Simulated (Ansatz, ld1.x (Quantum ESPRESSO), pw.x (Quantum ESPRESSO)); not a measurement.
pw.x on fcc Se: one setting changed

Potential: norm-conserving Troullier–Martins (Kleinman–Bylander form), ld1.x (Quantum ESPRESSO) 7.5, PBE; core [Ar] 3d10, reference 4s1.75 4p4.25; waves: 4s (bound): rc 1.65 bohr; 4p (bound): rc 1.35 bohr; 4d channel at 0.25 Ry: rc 1.70 bohr; local part: all-electron potential smoothed inside 1.50 bohr (lloc = -2); core correction: Bessel-smoothed model core inside 0.80 bohr.

The reference run (k-mesh 13³, cutoffs 135/540 Ry, Fermi–Dirac 0.01 Ry, mixing_beta 0.4, conv_thr 1e-9, no spin) gives -0.29 GPa at 20.415 Å³/atom, where all-electron LAPW gives 0.17 GPa. This run, with its own iteration cap, changes mixing_ndim to 4.

```
&control
  calculation='scf', prefix='x', pseudo_dir='./', outdir='./tmp', tstress=.true., disk_io='none'
/
&system
  ibrav=0, nat=1, ntyp=1, ecutwfc=135, ecutrho=540, nbnd=10,
  occupations='smearing', smearing='fd', degauss=0.01
/
&electrons
  conv_thr=1e-09, mixing_beta=0.4, electron_maxstep=60, mixing_ndim=4
/
ATOMIC_SPECIES
Se 1.0 Se.UPF
CELL_PARAMETERS angstrom
  0.00000000 2.16923430 2.16923430
  2.16923430 0.00000000 2.16923430
  2.16923430 2.16923430 0.00000000
ATOMIC_POSITIONS crystal
Se 0.0000 0.0000 0.0000
K_POINTS automatic
13 13 13 0 0 0
```

```bash
pw.x < Se.scf.in > Se.scf.out
```

Problem. How does the run end?

Solution. It converges in 5 iterations; the free energy moves by +0.0 meV/atom and the pressure by +0.00 GPa. The result is that of the reference run.

```
Message from routine setup:
     using ibrav=0 with symmetry is DISCOURAGED, use correct ibrav instead
     lattice parameter (alat)  =       5.7972  a.u.
     unit-cell volume          =     137.7672 (a.u.)^3
     number of electrons       =         6.00
     number of Kohn-Sham states=           10
     kinetic-energy cutoff     =     135.0000  Ry
     charge density cutoff     =     540.0000  Ry
     scf convergence threshold =      1.0E-09
     Exchange-correlation= PBE
     number of k points=    84  Fermi-Dirac smearing, width (Ry)=  0.0100
     iteration #  1     ecut=   135.00 Ry     beta= 0.40
     c_bands:  1 eigenvalues not converged
     total energy              =     -81.36597813 Ry
     estimated scf accuracy    <       0.00017824 Ry
     iteration #  2     ecut=   135.00 Ry     beta= 0.40
     total energy              =     -81.36604659 Ry
     estimated scf accuracy    <       0.00006393 Ry
     iteration #  3     ecut=   135.00 Ry     beta= 0.40
     total energy              =     -81.36605233 Ry
     estimated scf accuracy    <       0.00000058 Ry
     iteration #  4     ecut=   135.00 Ry     beta= 0.40
     total energy              =     -81.36605248 Ry
     estimated scf accuracy    <          2.1E-09 Ry
     iteration #  5     ecut=   135.00 Ry     beta= 0.40
     the Fermi energy is     8.2135 ev
!    total energy              =     -81.36605248 Ry
     estimated scf accuracy    <          5.1E-10 Ry
     smearing contrib. (-TS)   =      -0.00404308 Ry
     The total energy is F=E-TS. E is the sum of the following terms:
     one-electron contribution =       5.30332395 Ry
     hartree contribution      =       0.78794817 Ry
     xc contribution           =     -67.32097888 Ry
     ewald contribution        =     -20.13230265 Ry
     convergence has been achieved in   5 iterations
          total   stress  (Ry/bohr**3)                   (kbar)     P=       -2.92
     Message from routine punch:
     Nothing written, as per user request (disk_io='none')
```

The run took about 22 s on one core of a shared host (AMD EPYC 9R14, 192 threads, 1480 GiB, load 58).
